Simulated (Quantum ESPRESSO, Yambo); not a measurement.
# BaS (Fm-3m): G0W0 with Yambo, start to end, part 2 of 3

Aim: the G0W0 gap of BaS (Fm-3m) on PBE, step by step.

Quantum ESPRESSO 7.5 and Yambo 5.3.0; PBE and many-body steps on it, plane waves. Known limits of the many-body steps: not at the basis limit; no spin-orbit coupling.

So far. Step 2 (Ground state): The gap is indirect, with the least direct gap 0.13 eV higher. Step 3 (Bands along the symmetry lines): The gap is 2.146 eV, as in the run before at this level.

## 4. Empty states on the mesh, 4×4×4 mesh, 178 bands

Level of this step: DFT, PBE, plane waves, norm-conserving pseudopotentials (Quantum ESPRESSO).

The sums over transitions need many empty states on a uniform mesh; this step solves for them.

Input file pw.in:

```
&control
  calculation = 'nscf'
  prefix = 'x'
  outdir = 'o'
  pseudo_dir = 'pseudo'
/
&system
  ibrav = 0
  nat = 2
  ntyp = 2
  ecutwfc = 40.0
  nbnd = 178
  force_symmorphic = .true.
/
&electrons
  conv_thr = 1e-9
  electron_maxstep = 80
  diago_full_acc = .true.
  diago_thr_init = 5e-6
/
ATOMIC_SPECIES
  Ba 137.33 Ba.upf
  S 32.06 S.upf
CELL_PARAMETERS angstrom
  0.0000000000 3.1937500000 3.1937500000
  3.1937500000 0.0000000000 3.1937500000
  3.1937500000 3.1937500000 0.0000000000
ATOMIC_POSITIONS crystal
  Ba 0.0000000000 0.0000000000 0.0000000000
  S 0.5000000000 0.5000000000 0.5000000000
K_POINTS automatic
  4 4 4 0 0 0
```

Run with:

```sh
$ OMP_NUM_THREADS=1 mpirun -n 4 pw.x -nk 4 -in pw.in > pw.out
```

What it wrote:

```text
[banner, memory and clock lines left out]
Program PWSCF v.7.5 starts

     Atomic positions and unit cell read from directory:
     o/x.save/

     Message from routine setup:
     using ibrav=0 with symmetry is DISCOURAGED, use correct ibrav instead

     G-vector sticks info

     bravais-lattice index     =            0
     lattice parameter (alat)  =       8.5352  a.u.
     unit-cell volume          =     439.6725 (a.u.)^3
     number of atoms/cell      =            2
     number of atomic types    =            2
     number of electrons       =        16.00
     number of Kohn-Sham states=          178
     kinetic-energy cutoff     =      40.0000  Ry
     charge density cutoff     =     160.0000  Ry
     Exchange-correlation= PBE
                           (   1   4   3   4   0   0   0)

     celldm(1)=   8.535221  celldm(2)=   0.000000  celldm(3)=   0.000000
     celldm(4)=   0.000000  celldm(5)=   0.000000  celldm(6)=   0.000000

     crystal axes: (cart. coord. in units of alat)
               a(1) = (   0.000000   0.707107   0.707107 )
               a(2) = (   0.707107   0.000000   0.707107 )
               a(3) = (   0.707107   0.707107   0.000000 )

     reciprocal axes: (cart. coord. in units 2 pi/alat)
               b(1) = ( -0.707107  0.707107  0.707107 )
               b(2) = (  0.707107 -0.707107  0.707107 )
               b(3) = (  0.707107  0.707107 -0.707107 )
     Pseudo is Norm-conserving + core correction, Zval = 10.0
     Generated using ONCVPSP code by D. R. Hamann
     Using radial grid of 1958 points,  6 beta functions with:
     Pseudo is Norm-conserving + core correction, Zval =  6.0
     Generated using ONCVPSP code by D. R. Hamann
     Using radial grid of 1146 points,  6 beta functions with:
     Ba               10.00   137.33000     Ba( 1.00)
     S                 6.00    32.06000     S ( 1.00)

     48 Sym. Ops., with inversion, found

   Cartesian axes

     site n.     atom                  positions (alat units)
         1        Ba     tau(   1) = (   0.0000000   0.0000000   0.0000000  )
         2        S      tau(   2) = (   0.7071068   0.7071068   0.7071068  )

     number of k points=     8
                       cart. coord. in units 2pi/alat
        k(    1) = (   0.0000000   0.0000000   0.0000000), wk =   0.0312500
        k(    2) = (   0.1767767   0.1767767  -0.1767767), wk =   0.2500000
        k(    3) = (  -0.3535534  -0.3535534   0.3535534), wk =   0.1250000
[...]
k(    7) = (  -0.7071068   0.0000000   0.0000000), wk =   0.0937500
        k(    8) = (  -0.7071068   0.3535534   0.0000000), wk =   0.1875000

     Dense  grid:    15065 G-vectors     FFT dimensions: (  36,  36,  36)

     The potential is recalculated from file :
     o/x.save/charge-density

     Starting wfcs are    9 randomized atomic wfcs +  169 random wfcs

     Band Structure Calculation

     End of band structure calculation

          k = 0.0000 0.0000 0.0000 (  1893 PWs)   bands (ev):

   -20.1603  -5.2015  -5.2015  -5.2015  -4.4386   5.8941   5.8941   5.8941
     9.5199   9.8002   9.8002   9.8002  10.7242  10.7242  14.4498  20.6113
    20.6113  20.6113  22.6518  22.6518  22.6518  24.3456  24.3456  25.7206
[...]
[... 11 further rows ...]
[...]
108.0255 108.6593

          k = 0.1768 0.1768-0.1768 (  1886 PWs)   bands (ev):

[...]
[... 11 further rows ...]
[...]
107.4568 108.8308

          k =-0.3536-0.3536 0.3536 (  1892 PWs)   bands (ev):

[...]
56.5255  57.4844  58.5334  60.2248  60.2248  60.2865  60.2865  61.8529
     [... 11 further rows ...]
   103.6305 103.7508 103.9631 104.6003 104.6003 104.8482 105.0315 105.0315
   106.7773 108.5362

          k = 0.3536 0.0000 0.0000 (  1876 PWs)   bands (ev):

     [... further k-points ...]

     highest occupied, lowest unoccupied level (ev):     5.8941    8.0404

     XML data file, pseudopotentials, collected wavefunctions
```

Elapsed: 8.9 s, on 4 MPI ranks of Arm Neoverse V1, shared host; peak memory 0.3 GiB.

This step gave:

```
gap                                                           : 2.146 eV
k of the valence top                                          : 0, 0, 0
k of the conduction bottom                                    : 0, -0.5, -0.5
least direct gap                                              : 2.272 eV
k points computed                                             : 8
lowest point of the top converged band, above the valence top : 100.1525 eV
```

On this mesh the gap is 2.146 eV.

## 5. Conversion and set-up

This step: Yambo 5.3.0; conversion and set-up on PBE, plane waves, norm-conserving pseudopotentials.

The states are converted to the many-body program's format and the q mesh is built.

Run with:

```sh
$ (cd o/x.save; p2y > p2y.log; mv SAVE ../..); yambo > setup.log
```

What it wrote:

```text
 Yambo, version 5.3.0

 [02] CORE Variables Setup
 =========================

  [02.01] Unit cells
  ==================

  Cell kind             :  FCC
  Atoms in the cell     :  Ba  S
  number of Ba atoms    :  1
  number of S  atoms    :  1

  List of atomic masses
  Mass of Ba    :  137.3300
  Mass of S     :  32.06000

  List of atomic coordinates    : [cc]
  Ba1       :  0.000000  0.000000  0.000000  order 1
  S1       :  6.035313  6.035313  6.035313  order 2

  Alat factors          :  6.035313  6.035313  6.035313 [a.u.]
  Direct lattice volume :  439.6725 [a.u.]
  Direct lattice vectors:  A[ 1 ]  A[ 2 ]  A[ 3 ]
   A[ 1 ]:  0.000000  1.000000  1.000000  [iru]
   0.000000  6.035313  6.035313  [cc]
   A[ 2 ]:  1.000000  0.000000  1.000000  [iru]
   6.035313  0.000000  6.035313  [cc]
   A[ 3 ]:  1.000000  1.000000  0.000000  [iru]
   6.035313  6.035313  0.000000  [cc]

  Recip. lattice volume :  0.564170 [a.u.]
  Recip. lattice vectors:  B[ 1 ]  B[ 2 ]  B[ 3 ]
   B[ 1 ]: -0.500000  0.500000  0.500000  [iku]
  -0.520535  0.520535  0.520535  [cc]
   B[ 2 ]:  0.500000 -0.500000  0.500000  [iku]
   0.520535 -0.520535  0.520535  [cc]
   B[ 3 ]:  0.500000  0.500000 -0.500000  [iku]
   0.520535  0.520535 -0.520535  [cc]

  [02.02] Symmetries
  ==================

  Inversion symmetry    : yes
  Spatial inversion     : yes
  Inversion index       :  25
  K-space Time-reversal : no
  Magnetic symmetries   : no
  Group table correct   : yes
  Symmetries units      :  [cc]

   [S  1]:   1.0000      0.42301E-17  0.42301E-17  0.42301E-17   1.0000     -0.42301E-17 -0.42301E-17 -0.42301E-17   1.0000
   [S  2]:  -1.0000     -0.42301E-17  0.42301E-17 -0.42301E-17  -1.0000     -0.42301E-17  0.42301E-17  0.42301E-17   1.0000
   [S  3]:  -1.0000      0.42301E-17 -0.42301E-17 -0.42301E-17   1.0000      0.42301E-17  0.42301E-17 -0.42301E-17  -1.0000
[...]
[... 36 further rows ...]
   [S 47]:  0.42301E-17   1.0000     -0.42301E-17 -0.42301E-17  0.42301E-17  -1.0000       1.0000     -0.42301E-17  0.42301E-17
   [S 48]:  0.42301E-17  -1.0000      0.42301E-17 -0.42301E-17 -0.42301E-17   1.0000       1.0000      0.42301E-17 -0.42301E-17

  [02.03] Reciprocal space
  ========================

  nG shells         :  199
  nG charge         :  15065
  nG WFs            :  2413
  nC WFs            :  1893
  G-vecs. in first 19 shells:  [ Number ]
     1    9   15   27   51   59   65   89  113
    137   169   181   229   259   283   307   331   339
    387
  ...
  Shell energy in first 19 shells:  [ mHa ]
    0.00000      406.435      541.914      1083.83      1490.26      1625.74      2167.66      2574.09      2709.57
    3251.48      3657.92      4335.31      4741.75      4877.22      5419.14      5825.57      5961.05      6502.97
    6909.40
  ...

  [02.04] K-grid lattice
  ======================

  Compatible Grid is   : 3D
[...]
BZ  K-points                                      :   64

  K/Q-points units:
  rlu = crystal or reduced units; cc = cartesian coordinates; iku = interal k-units

  K [1]          [rlu]:  0.000000  0.000000  0.000000
         WF components:  1893
  K [2]          [rlu]:  0.74313E-17  0.74313E-17  0.25000
         WF components:  1886
  K [3]          [rlu]: -0.14863E-16 -0.14863E-16 -0.50000
         WF components:  1892
  K [4]          [rlu]:  0.74488E-17  0.25000      0.25000
         WF components:  1876
  K [5]          [rlu]:  0.54615E-17  0.25000     -0.50000
         WF components:  1872
  [... 2 further k-points ...]
  K [8]          [rlu]:  0.250000 -0.500000 -0.250000
         WF components:  1888

  [02.05] Energies & Occupations
  ==============================

  [X] === General ===
  [X] Electronic Temperature                        :  0.000000  0.000000 [eV K]
  [X] Bosonic    Temperature                        :  0.000000  0.000000 [eV K]
  [X] Finite Temperature mode                       : no
  [X] El. density                                   :  0.24558E+24 [cm-3]
  [X] Fermi Level                                   :  5.894091 [eV]

  [X] === Gaps and Widths ===
  [X] Conduction Band Min                           :  2.146280 [eV]
  [X] Valence Band Max                              :  0.000000 [eV]
  [X] Filled Bands                                  :   8
  [X] Empty Bands                                   :    9  178
  [X] Direct Gap                                    :  2.272370 [eV]
  [X] Direct Gap localized at k                     :   7
  [X] Indirect Gap                                  :  2.146280 [eV]
  [X] Indirect Gap between kpts                     :   1   7
  [X] Last valence band width                       :  1.057937 [eV]
  [X] 1st conduction band width                     :  3.430145 [eV]

  E @ K [1]:  [eV]
   -26.054      -11.096      -11.096      -11.096      -10.333     -0.22931E-09 -0.10372E-09   0.0000
    3.62583   3.90611   3.90611   3.90611   4.83013   4.83013   8.55574  14.71718
  occ @ K [1]
   2.000000  2.000000  2.000000  2.000000  2.000000  2.000000  2.000000  2.000000
[...]
E @ K [2]:  [eV]
[...]
occ @ K [2]
[...]
E @ K [3]:  [eV]
[...]
occ @ K [3]
[...]
E @ K [4]:  [eV]
[...]
occ @ K [4]
[...]
E @ K [5]:  [eV]
[...]
occ @ K [5]
[...]
[... 2 further k-points ...]
  E @ K [8]:  [eV]
[...]
occ @ K [8]
   2.000000  2.000000  2.000000  2.000000  2.000000  2.000000  2.000000  2.000000
   0.000000  0.000000  0.000000  0.000000  0.000000  0.000000  0.000000  0.000000

 [03] Transferred momenta grid and indexing
 ==========================================

 IBZ Q-points                                      :   8
 BZ  Q-points                                      :   64

 K/Q-points units:
 rlu = crystal or reduced units; cc = cartesian coordinates; iku = interal k-units

 Q [1]          [rlu]:  0.000000  0.000000  0.000000
 Q [2]          [rlu]:  0.74313E-17  0.74313E-17  0.25000
 Q [3]          [rlu]: -0.14863E-16 -0.14863E-16 -0.50000
[...]
Q [7]          [rlu]: -0.14898E-16 -0.50000     -0.50000
 Q [8]          [rlu]:  0.250000 -0.500000 -0.250000

  [03.01] X indexes
  =================

   [03.01.01] Sigma indexes
   ========================

 [06] Game Over & Game summary
```

Run time: 2.1 s. Hardware: 1 MPI rank; peak memory 0.24 GiB.

(Part 2 of 3 ends here.)

[Paths, hosts, dates, memory and timing lines, banners, echoed tables and standing remarks are left out of the program output.]

[Logs are printed without paths, hosts, clocks, repeated set-up lines and the standing remarks that a program may print on its own settings, such as how far it seeks lower states.]

[Runs of the session that timed out or met a known fault of the program may be left out.]

[Hosts, paths, dates, database ids (printed as entryN), source tags and the programs' standing remarks are cut or masked in the printed files.]
